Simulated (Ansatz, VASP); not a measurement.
**One calculation of Hf, two programs**

```
CELL_PARAMETERS angstrom
3.18601 0.00000 0.00000
-1.59300 2.75916 0.00000
0.00000 0.00000 5.04088
ATOMIC_POSITIONS crystal
Hf 0.33333 0.66667 0.25000
Hf 0.66667 0.33333 0.75000
```

Change from the starting cell: volume scaled by 0.99.

Alike in both runs: task single point; functional PBE; k mesh 13 × 13 × 7; occupations fermi-dirac, width 0.05 eV; no spin polarisation.

|  | VASP | Ansatz |
| --- | --- | --- |
| version | VASP 6.6.1 | Ansatz 0.2.0 |
| potentials or method | VASP PAW PBE potentials, release 64 (Hf_pv), cutoff 520 eV | all-electron LAPW, scalar-relativistic |

|  | VASP | Ansatz | Ansatz less VASP |
| --- | --- | --- | --- |
| pressure (GPa) | 1.5 | 1.9 | +0.46 |
| largest component of the traceless stress (GPa) | 0.11 | 0.03 | -0.077 |

Ansatz ran all-electron here, so the differences hold the error of VASP's frozen core and of both bases.

The runs have no spin-orbit coupling, so splittings on Hf are missing.
